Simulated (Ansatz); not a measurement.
## TiO2: comparing deformations

Method: Ansatz 0.2.0, DFT PBE, scalar-relativistic, plane waves, PAW. Cutoff 420 eV, Γ-centred 6×6×10 k-points, Gaussian smearing of 0.05 eV. No spin polarisation. Energies are free energies at this smearing, counted from the undisturbed cell; pressure is positive in compression.

The undisturbed cell (relaxed at this level):

```xyz
6
Lattice="4.6431 0.0000 0.0000 0.0000 4.6431 0.0000 0.0000 0.0000 2.9640" Properties=species:S:1:pos:R:3 pbc="T T T"
Ti    0.0000    0.0000    0.0000
Ti    2.3215    2.3215    1.4820
O     1.4166    1.4166    0.0000
O     0.9049    3.7382    1.4820
O     3.2264    3.2264    0.0000
O     3.7382    0.9049    1.4820
```

The cell is strained by ε times a Voigt pattern (xx, yy, zz, yz, xz, xy; engineering shear) with fractional coordinates fixed. τ = (1/V0) dE/dε comes from the stress tensor. Of each scan, only the three points used here are listed.

```
           pattern        ε  τ (GPa)
(0, 0, 0, 0, 0, 1)  -0.0050    -1.06
(0, 0, 0, 0, 0, 1)   0.0000     0.00
(0, 0, 0, 0, 0, 1)   0.0025     0.53
(0, 0, 0, 1, 0, 0)  -0.0250    -3.38
(0, 0, 0, 1, 0, 0)   0.0000     0.00
(0, 0, 0, 1, 0, 0)   0.0125     1.69
```

Problem. Which constants do the scans give, and which deformation costs least for the same size of strain tensor?

Solution. The slope dτ/dε at zero (parabola through three points) is pᵀCp: (0, 0, 0, 0, 0, 1) gives C66 = 212 GPa; (0, 0, 0, 1, 0, 0) gives C44 = 135 GPa. The size of the strain tensor, ε:ε, is ε² times 0.5, 0.5. Per unit of it the stiffnesses are 424, 271 GPa, so (0, 0, 0, 1, 0, 0) is the softest of these: at ε:ε = (1 %)² the quadratic term costs 0.90 meV/atom against 1.41 for the stiffest. These are clamped-ion values.

Forces appear on the atoms along this scan, and letting them relax would lower the energy and soften the response.

Cost: 17 runs of about 3.7 core-minutes in all, on AMD EPYC 7R43 (Zen 3) (shared hosts).